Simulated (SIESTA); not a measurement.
The system is HfO2.

```
Hf O
1.0
     3.61685    0.00000    0.00000
     1.80843    3.13229    0.00000
     1.80843    1.04410    2.95315
Hf O
1 2
Cartesian
  0.0000 0.0000 0.0000
  5.4253 3.1323 2.2149
  1.8084 1.0441 0.7383
```

Measurements of this composition are mostly on another form, of space group No. 14.

Base run:

```yaml
Program: SIESTA 5.4.2
Functional: VV10
Potentials_or_basis: PseudoDojo 0.4 standard (PBE files)
Basis: DZP (energy shift 0.003 Ry; two zetas on semicore shells)
Grid_cutoff: 800 Ry
Energy_shift: 0.003 Ry
k_mesh: 9 × 9 × 9
Occupations: fermi-dirac, width 0.05 eV
Spin: no spin polarisation
```

Its results: band gap on the k mesh 3.63 eV, indirect (least direct gap 3.74 eV); pressure 2.5 GPa.

The run is repeated on the same cell with these changes: functional from VV10 to vdW-DF-cx. What comes out?

Band gap on the k mesh 3.65 eV, indirect (least direct gap 3.77 eV); pressure -5.6 GPa.

Caveats: short orbitals over semicore shells can move pressures by several GPa; the potentials were made for another functional, which shifts forces and pressure; spin-orbit coupling is left out, which moves the levels of the heavy elements; an odd mesh through Γ misses points on the zone boundary, where band edges often lie; the basis of atomic orbitals isn't converged, which shifts pressures, moduli and gaps; the non-local part is tabulated coarsely and may be off by about a percent (some runs).

Not every run made on this cell is shown here.
